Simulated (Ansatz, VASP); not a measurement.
One calculation of Se, two programs

```
Se
1.0
     2.81056    0.00000    0.00000
     0.00000    2.81056    0.00000
     0.00000    0.00000    2.81056
Se
1
Cartesian
  0.0000 0.0000 0.0000
```

This isn't the form of Se at room conditions, which is trigonal, of chains.

Alike in both runs: task band structure; functional LDA; k mesh 7 × 7 × 7; occupations fermi-dirac, width 0.05 eV; spin-orbit coupling, no magnetisation.

```csv
,VASP,Ansatz
version,VASP 6.6.1,Ansatz 0.2.0
potentials or method,"VASP PAW LDA potentials, release 64 (Se)",Ansatz PAW
plane-wave cutoff (eV),520,420
valence electrons in the cell,6,16
```

```tsv
	VASP	Ansatz	Ansatz less VASP
gap on the k mesh at the Fermi level (eV)	none	none	-
pressure (GPa)	-3.4	-3.5	-0.13
```

A gap of «none» marks a metal or a gap that the smearing closes. The two sets of potentials don't hold the same shells in valence.

Caveats: the PAW data sets come from PBE, with cores solved anew for the run's functional, which leaves a small shift of forces and pressure (Ansatz).
